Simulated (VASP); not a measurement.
# Li2S (Fm-3m) in VASP: notebook, part 2 of 2

VASP 6.6.1.

## (3) Single point, PBE

The input, INCAR:

```
SYSTEM = Li2S
  PREC = Accurate
  ENCUT = 520
  EDIFF = 1E-6
  ISMEAR = 0
  SIGMA = 0.01
  LREAL = .False.
  LASPH = .True.
  NELM = 100
  ALGO = Fast
  ISIF = 2
  LWAVE = .False.
  LCHARG = .True.
  GGA = PE
  LELF = .True.
  LVHAR = .True.
  NBANDS = 13
```

The input, KPOINTS:

```
Automatic mesh
0
Gamma
  5 5 5
  0 0 0
```

The input, POSCAR:

```
Li2S
1.0
    0.0000000000      2.8529828885      2.8529828885
    2.8529828885      0.0000000000      2.8529828885
    2.8529828885      2.8529828885      0.0000000000
Li S
2 1
Direct
    0.2500000000      0.2500000000      0.2500000000
    0.7500000000      0.7500000000      0.7500000000
    0.0000000000      0.0000000000      0.0000000000
```

Potentials or basis: VASP PAW PBE potentials, release 64 (Li_sv, S).

On the command line:

```sh
> cat potpaw_PBE.64/Li_sv/POTCAR potpaw_PBE.64/S/POTCAR > POTCAR
> mpirun -np 1 vasp_std > vasp.out
```

OUTCAR:

```text
SYSTEM = Li2S
   PREC = Accurate
   ENCUT = 520
   EDIFF = 1E-6
   ISMEAR = 0
   LREAL = .False.
   LASPH = .True.
   NELM = 100
   ISIF = 2
   GGA = PE

 ion  position               nearest neighbor table
   1  0.250  0.250  0.250-   3 2.47   3 2.47   3 2.47   3 2.47
   2  0.750  0.750  0.750-   3 2.47   3 2.47   3 2.47   3 2.47
   3  0.000  0.000  0.000-   2 2.47   2 2.47   1 2.47   2 2.47   1 2.47   1 2.47   2 2.47   1 2.47

  LATTYP: Found a face centered cubic cell.
 ALAT       =     5.7059657770

  Lattice vectors:

 A1 = (   0.0000000000,   2.8529828885,   2.8529828885)
 A2 = (   2.8529828885,   0.0000000000,   2.8529828885)
 A3 = (   2.8529828885,   2.8529828885,   0.0000000000)

Analysis of symmetry for initial positions (statically):
=====================================================================
 Subroutine PRICEL returns:
 Original cell was already a primitive cell.

 Routine SETGRP: Setting up the symmetry group for a
 face centered cubic supercell.

 Subroutine GETGRP returns: Found 48 space group operations
 (whereof 48 operations were pure point group operations)
 out of a pool of 48 trial point group operations.

The static configuration has the point symmetry O_h .

Analysis of symmetry for dynamics (positions and initial velocities):
[... 167 lines left out ...]
     10       7.6669      0.00000
     11      12.6079      0.00000
     12      12.6080      0.00000
     13      13.8444      0.00000
[... 130 lines left out ...]
  band No.  band energies     occupation
      1     -42.7308      2.00000
      2     -42.7239      2.00000
      3      -9.0444      2.00000
      4      -0.7378      2.00000
      5      -0.1699      2.00000
      6       0.1835      2.00000
      7       6.7671      0.00000
      8       8.6800      0.00000
      9       9.6276      0.00000
     10      11.5839      0.00000
     11      11.8032      0.00000
     12      12.7174      0.00000
     13      15.4160      0.00000

------------------------ aborting loop because EDIFF is reached ----------------------------------------

  FORCE on cell =-STRESS in cart. coord.  units (eV):
  Direction    XX          YY          ZZ          XY          YZ          ZX
  --------------------------------------------------------------------------------------
  -------------------------------------------------------------------------------------
  Total       -0.0276136     -0.0276136     -0.0276136     -0.0000000     -0.0000000     -0.0000000
  in kB       -0.9525888     -0.9525888     -0.9525888     -0.0000000     -0.0000000     -0.0000000
  external PRESSURE =      -0.9525888 kB  Pullay stress =       0.0000000 kB

 VOLUME and BASIS-vectors are now :
 -----------------------------------------------------------------------------
  energy-cutoff  :      520.00
  volume of cell :       46.44
      direct lattice vectors                 reciprocal lattice vectors
     0.000000000  2.852982889  2.852982889    -0.175255170  0.175255170  0.175255170
     2.852982889  0.000000000  2.852982889     0.175255170 -0.175255170  0.175255170
     2.852982889  2.852982889  0.000000000     0.175255170  0.175255170 -0.175255170

 POSITION                                       TOTAL-FORCE (eV/Angst)
 -----------------------------------------------------------------------------------
      1.42649      1.42649      1.42649        -0.000000     -0.000000      0.000000
      4.27947      4.27947      4.27947         0.000000      0.000000     -0.000000
      0.00000      0.00000      0.00000        -0.000000      0.000000     -0.000000
 -----------------------------------------------------------------------------------
    total drift:                                0.000000     -0.000000      0.000000

  FREE ENERGIE OF THE ION-ELECTRON SYSTEM (eV)
  ---------------------------------------------------
  free  energy   TOTEN  =       -11.9947603330 eV

  energy  without entropy=      -11.9947603330  energy(sigma->0) =      -11.99476033
```

OSZICAR:

```text
N       E                     dE             d eps       ncg     rms          rms(c)
DAV:   1     0.481768604842E+02    0.48177E+02   -0.53821E+03   260   0.901E+02
DAV:   2    -0.477596792417E+01   -0.52953E+02   -0.50828E+02   326   0.199E+02
DAV:   3    -0.121419830096E+02   -0.73660E+01   -0.73182E+01   471   0.481E+01
DAV:   4    -0.122957978374E+02   -0.15381E+00   -0.15378E+00   347   0.961E+00
DAV:   5    -0.122995680957E+02   -0.37703E-02   -0.37701E-02   394   0.126E+00    0.386E+00
RMM:   6    -0.119990545750E+02    0.30051E+00   -0.30491E-01   302   0.219E+00    0.299E+00
RMM:   7    -0.119846352226E+02    0.14419E-01   -0.14389E-01   337   0.162E+00    0.177E+00
RMM:   8    -0.119941050981E+02   -0.94699E-02   -0.14609E-02   353   0.850E-01    0.575E-01
RMM:   9    -0.119938742634E+02    0.23083E-03   -0.64980E-03   412   0.430E-01    0.329E-01
RMM:  10    -0.119946814581E+02   -0.80719E-03   -0.30813E-03   379   0.281E-01    0.387E-01
RMM:  11    -0.119946792193E+02    0.22389E-05   -0.12936E-03   388   0.178E-01    0.618E-02
RMM:  12    -0.119947405990E+02   -0.61380E-04   -0.46664E-04   426   0.104E-01    0.286E-02
RMM:  13    -0.119947504741E+02   -0.98751E-05   -0.15235E-04   375   0.621E-02    0.273E-02
RMM:  14    -0.119947536830E+02   -0.32089E-05   -0.64621E-05   386   0.378E-02    0.668E-03
RMM:  15    -0.119947590853E+02   -0.54023E-05   -0.24625E-05   363   0.228E-02    0.290E-03
RMM:  16    -0.119947603336E+02   -0.12483E-05   -0.90649E-06   329   0.142E-02    0.268E-03
RMM:  17    -0.119947603330E+02    0.67530E-09   -0.29649E-06   299   0.917E-03
   1 F= -.11994760E+02 E0= -.11994760E+02  d E =-.122897E-19
```

Run time: 10 s. Hardware: 1 thread of Intel Xeon 6975P-C (Granite Rapids), shared host; peak memory 0.15 GiB.

What came out:

```yaml
Free_energy: -11.9948 eV
Band_gap_on_the_k_mesh: 3.67 eV, indirect (least direct gap 4.25 eV)
```

Caveat: the cutoff is under 1.25 times the usual one of these potentials, so pressure, stress and relaxed cells hold a basis-set (Pulay) error; an odd mesh through Γ misses points on the zone boundary, where band edges often lie.

## (4) Relaxation of cell and atoms, PBE

This run uses another cell than the first one, of 15.34 Å³/atom, 0.991 times its volume.

The input, INCAR:

```
ALGO = Fast ; EDIFF = 1E-6
EDIFFG = -0.02 ; ENCUT = 600
GGA = PE ; IBRION = 2
ISIF = 3 ; ISMEAR = 0
LASPH = True ; LCHARG = False
LREAL = False ; LWAVE = False
NELM = 100 ; NSW = 60
PREC = Accurate ; SIGMA = 0.01
```

The input, KPOINTS:

```
k-points
0
Gamma
  5 5 5
```

The input, POSCAR:

```
Li2S
1.0
    0.0000000000      2.8445000000      2.8445000000
    2.8445000000      0.0000000000      2.8445000000
    2.8445000000      2.8445000000      0.0000000000
Li S
2 1
Direct
    0.2500000000      0.2500000000      0.2500000000
    0.7500000000      0.7500000000      0.7500000000
    0.0000000000      0.0000000000      0.0000000000
```

Potentials or basis: VASP PAW PBE potentials, release 64 (Li_sv, S).

On the command line:

```sh
> cat potpaw_PBE.64/Li_sv/POTCAR potpaw_PBE.64/S/POTCAR > POTCAR
> mpirun -np 1 vasp_std > vasp.out
```

OUTCAR:

```text
EDIFF = 1E-6
   EDIFFG = -0.02
   ENCUT = 600
   GGA = PE
   IBRION = 2
   ISIF = 3
   ISMEAR = 0
   LASPH = True
   LREAL = False
   NELM = 100
   NSW = 60
   PREC = Accurate

 ion  position               nearest neighbor table
   1  0.250  0.250  0.250-   3 2.46   3 2.46   3 2.46   3 2.46
   2  0.750  0.750  0.750-   3 2.46   3 2.46   3 2.46   3 2.46
   3  0.000  0.000  0.000-   2 2.46   2 2.46   2 2.46   1 2.46   2 2.46   1 2.46   1 2.46   1 2.46

  LATTYP: Found a face centered cubic cell.
 ALAT       =     5.6890000000

  Lattice vectors:

 A1 = (   0.0000000000,   2.8445000000,   2.8445000000)
 A2 = (   2.8445000000,   0.0000000000,   2.8445000000)
 A3 = (   2.8445000000,   2.8445000000,   0.0000000000)

Analysis of symmetry for initial positions (statically):
=====================================================================
 Subroutine PRICEL returns:
 Original cell was already a primitive cell.

 Routine SETGRP: Setting up the symmetry group for a
 face centered cubic supercell.

 Subroutine GETGRP returns: Found 48 space group operations
 (whereof 48 operations were pure point group operations)
 out of a pool of 48 trial point group operations.

The static configuration has the point symmetry O_h .

Analysis of symmetry for dynamics (positions and initial velocities):
=====================================================================
 Subroutine PRICEL returns:
 Original cell was already a primitive cell.

 Routine SETGRP: Setting up the symmetry group for a
 face centered cubic supercell.

 Subroutine GETGRP returns: Found 48 space group operations
 (whereof 48 operations were pure point group operations)
 out of a pool of 48 trial point group operations.

The dynamic configuration has the point symmetry O_h .

 Subroutine INISYM returns: Found 48 space group operations
 (whereof 48 operations are pure point group operations),
 and found     1 'primitive' translations

----------------------------------------------------------------------------------------

                                     Primitive cell

  volume of cell :      46.0307

  direct lattice vectors                    reciprocal lattice vectors
     0.000000000  2.844500000  2.844500000    -0.175777817  0.175777817  0.175777817
     2.844500000  0.000000000  2.844500000     0.175777817 -0.175777817  0.175777817
     2.844500000  2.844500000  0.000000000     0.175777817  0.175777817 -0.175777817

  length of vectors
     4.022730478  4.022730478  4.022730478     0.304456110  0.304456110  0.304456110

  position of ions in fractional coordinates (direct lattice)
     0.250000000  0.250000000  0.250000000
     0.750000000  0.750000000  0.750000000
     0.000000000  0.000000000  0.000000000

  ion indices of the primitive-cell ions
   primitive index   ion index
                 1           1
                 2           2
                 3           3

[... 101 lines left out ...]
  ---------------------------------------------------
  ext. energy  EPLUGINS =         0.00000000
  ---------------------------------------------------
  free energy    TOTEN  =       -11.99425618 eV

  energy without entropy =      -11.99425618  energy(sigma->0) =      -11.99425618

------------------------ aborting loop because EDIFF is reached ----------------------------------------

  FORCE on cell =-STRESS in cart. coord.  units (eV):
  Direction    XX          YY          ZZ          XY          YZ          ZX
  --------------------------------------------------------------------------------------
  -------------------------------------------------------------------------------------
  Total        0.0750342      0.0750342      0.0750342      0.0000000      0.0000000      0.0000000
  in kB        2.6116938      2.6116938      2.6116938      0.0000000      0.0000000      0.0000000
  external PRESSURE =       2.6116938 kB  Pullay stress =       0.0000000 kB

 VOLUME and BASIS-vectors are now :
 -----------------------------------------------------------------------------
  energy-cutoff  :      600.00
  volume of cell :       46.03
      direct lattice vectors                 reciprocal lattice vectors
     0.000000000  2.844500000  2.844500000    -0.175777817  0.175777817  0.175777817
     2.844500000  0.000000000  2.844500000     0.175777817 -0.175777817  0.175777817
     2.844500000  2.844500000  0.000000000     0.175777817  0.175777817 -0.175777817

 POSITION                                       TOTAL-FORCE (eV/Angst)
 -----------------------------------------------------------------------------------
      1.42225      1.42225      1.42225         0.000000      0.000000     -0.000000
      4.26675      4.26675      4.26675        -0.000000     -0.000000      0.000000
      0.00000      0.00000      0.00000         0.000000      0.000000      0.000000
 -----------------------------------------------------------------------------------
    total drift:                                0.000000     -0.000000      0.000000

  FREE ENERGIE OF THE ION-ELECTRON SYSTEM (eV)
  ---------------------------------------------------
  free  energy   TOTEN  =       -11.9942561792 eV

  energy  without entropy=      -11.9942561792  energy(sigma->0) =      -11.99425618

--------------------------------------- Ionic step        2  -------------------------------------------

 number of electron      11.9999987 magnetization

 Free energy of the ion-electron system (eV)
  ---------------------------------------------------
  ext. energy  EPLUGINS =         0.00000000
  ---------------------------------------------------
  free energy    TOTEN  =       -11.99443984 eV

  energy without entropy =      -11.99443984  energy(sigma->0) =      -11.99443984

 E-fermi :   1.5336     XC(G=0):  -8.5112

 val. band max:        1.4728843660   @ k =   0.0000   0.0000   0.0000
 cond. band min:       5.1449171255   @ k =   0.4000   0.4000   0.0000
 fundamental gap:      3.6720327595
 Fermi energy:         1.5335894214

 k-point     1 :       0.0000    0.0000    0.0000
  band No.  band energies     occupation
      1     -42.7049      2.00000
      2     -42.6618      2.00000
      3      -9.5525      2.00000
      4       1.4729      2.00000
      5       1.4729      2.00000
      6       1.4729      2.00000
      7       5.7532      0.00000
      8       7.7014      0.00000
      9       7.7014      0.00000
     10       7.7014      0.00000
[... 105 lines left out ...]
 k-point    10 :      -0.4000    0.4000    0.2000
  band No.  band energies     occupation
      1     -42.6861      2.00000
      2     -42.6791      2.00000
      3      -9.0206      2.00000
      4      -0.7194      2.00000
      5      -0.1481      2.00000
      6       0.2065      2.00000
      7       6.8058      0.00000
      8       8.7299      0.00000
      9       9.6756      0.00000
     10      11.7369      0.00000

------------------------ aborting loop because EDIFF is reached ----------------------------------------

  FORCE on cell =-STRESS in cart. coord.  units (eV):
  Direction    XX          YY          ZZ          XY          YZ          ZX
  --------------------------------------------------------------------------------------
  -------------------------------------------------------------------------------------
  Total        0.0256654      0.0256654      0.0256654      0.0000000     -0.0000000      0.0000000
  in kB        0.8901007      0.8901007      0.8901007      0.0000000     -0.0000000      0.0000000
  external PRESSURE =       0.8901007 kB  Pullay stress =       0.0000000 kB

 VOLUME and BASIS-vectors are now :
 -----------------------------------------------------------------------------
  energy-cutoff  :      600.00
  volume of cell :       46.20
      direct lattice vectors                 reciprocal lattice vectors
     0.000000000  2.847932222  2.847932222    -0.175565976  0.175565976  0.175565976
     2.847932222  0.000000000  2.847932222     0.175565976 -0.175565976  0.175565976
     2.847932222  2.847932222  0.000000000     0.175565976  0.175565976 -0.175565976

 POSITION                                       TOTAL-FORCE (eV/Angst)
 -----------------------------------------------------------------------------------
      1.42397      1.42397      1.42397        -0.000000     -0.000000     -0.000000
      4.27190      4.27190      4.27190         0.000000      0.000000      0.000000
      2.84793      2.84793      0.00000         0.000000      0.000000      0.000000
 -----------------------------------------------------------------------------------
    total drift:                                0.000000     -0.000000      0.000000

  FREE ENERGIE OF THE ION-ELECTRON SYSTEM (eV)
  ---------------------------------------------------
  free  energy   TOTEN  =       -11.9944398392 eV

  energy  without entropy=      -11.9944398392  energy(sigma->0) =      -11.99443984

 reached required accuracy - stopping structural energy minimisation
```

OSZICAR:

```text
N       E                     dE             d eps       ncg     rms          rms(c)
DAV:   1     0.424787982647E+02    0.42479E+02   -0.63137E+03   200   0.128E+03
DAV:   2    -0.647263177816E+01   -0.48951E+02   -0.46023E+02   272   0.212E+02
DAV:   3    -0.119458213764E+02   -0.54732E+01   -0.54521E+01   322   0.592E+01
[... 18 lines left out ...]
RMM:   2    -0.119944953335E+02    0.41960E-03   -0.77570E-04   211   0.240E-01    0.712E-02
RMM:   3    -0.119944465959E+02    0.48738E-04   -0.45067E-04   215   0.153E-01    0.409E-02
RMM:   4    -0.119944401071E+02    0.64887E-05   -0.39239E-05   239   0.653E-02    0.177E-02
RMM:   5    -0.119944389037E+02    0.12034E-05   -0.18548E-05   210   0.307E-02    0.778E-03
RMM:   6    -0.119944398392E+02   -0.93546E-06   -0.59001E-06   183   0.184E-02
   2 F= -.11994440E+02 E0= -.11994440E+02  d E =-.183660E-03
```

CONTCAR:

```text
Li2S
   1.00000000000000
     0.0000000000000000    2.8479322219785015    2.8479322219785015
     2.8479322219785015    0.0000000000000000    2.8479322219785015
     2.8479322219785015    2.8479322219785015    0.0000000000000000
  Li              S
     2     1
Direct
     0.2500000000000000    0.2500000000000000    0.2500000000000000
     0.7500000000000000    0.7500000000000000    0.7500000000000000
     0.0000000000000000    0.0000000000000000    1.0000000000000000

  0.00000000E+00  0.00000000E+00  0.00000000E+00
  0.00000000E+00  0.00000000E+00  0.00000000E+00
  0.00000000E+00  0.00000000E+00  0.00000000E+00
```

It took 8.6 s on 1 thread of Intel Xeon 6975P-C (Granite Rapids), shared host; peak memory 0.16 GiB.

What came out:

```
Free energy                            : -11.9944 eV
Relaxed volume                         : 15.40 Å³/atom
Relaxed cell                           : a = 4.028 Å, b = 4.028 Å, c = 4.028 Å, α = 60.00°, β = 60.00°, γ = 60.00°
Space group after relaxing (to 0.05 Å) : Fm-3m (No. 225)
Energy gained by relaxing              : 0.1 meV/atom
Ionic steps                            : 2
Pressure after relaxing                : 0.1 GPa
Band gap on the k mesh                 : 3.67 eV, indirect (least direct gap 4.28 eV)
```

Step by step:
```
step  energy change (eV)  largest force (eV/Å)  pressure (GPa)  volume (Å³)
   1              0.0000                0.0000            0.26        46.03
   2             -0.0002                0.0000            0.09        46.20
```

Final structure:
```
Li S
1.0
     0.00000    2.84793    2.84793
     2.84793    0.00000    2.84793
     2.84793    2.84793    0.00000
Li S
2 1
Direct
  0.25000 0.25000 0.25000
  0.75000 0.75000 0.75000
  0.00000 0.00000 0.00000
```

Levels at points of the mesh, in eV from the valence-band top:
| k point | band 4 | band 5 | band 6 | band 7 | band 8 | band 9 |
| --- | --- | --- | --- | --- | --- | --- |
| (0.00, 0.00, 0.00) | 0.00 | 0.00 | 0.00 | 4.28 | 6.23 | 6.23 |

Caveat: the cutoff is under 1.25 times the usual one of these potentials, so pressure, stress and relaxed cells hold a basis-set (Pulay) error; an odd mesh through Γ misses points on the zone boundary, where band edges often lie. PBE usually gives volumes a little too large and moduli too small.

## (5) Summary

```tsv
task	level	potentials or basis	cell	k mesh	cutoff (eV)	gap on the mesh (eV)
single point	LDA	VASP PAW LDA potentials, release 64 (Li_sv, S)	Fm-3m, 15.48 Å³/atom	6 × 6 × 6	520	3.17
single point	PBE	VASP PAW PBE potentials, release 64 (Li_sv, S)	Fm-3m, 15.48 Å³/atom	5 × 5 × 5	520	3.67
relaxation of cell and atoms	PBE	VASP PAW PBE potentials, release 64 (Li_sv, S)	relaxed	5 × 5 × 5	600	3.67
```

Alike in all rows: no spin polarisation; smearing gaussian 0.01 eV.

Caveats: the cutoff is under 1.25 times the usual one of these potentials, so pressure, stress and relaxed cells hold a basis-set (Pulay) error; an odd mesh through Γ misses points on the zone boundary, where band edges often lie (some runs).

Total energies depend on the potentials used, so only differences within one code and one set of settings carry meaning.
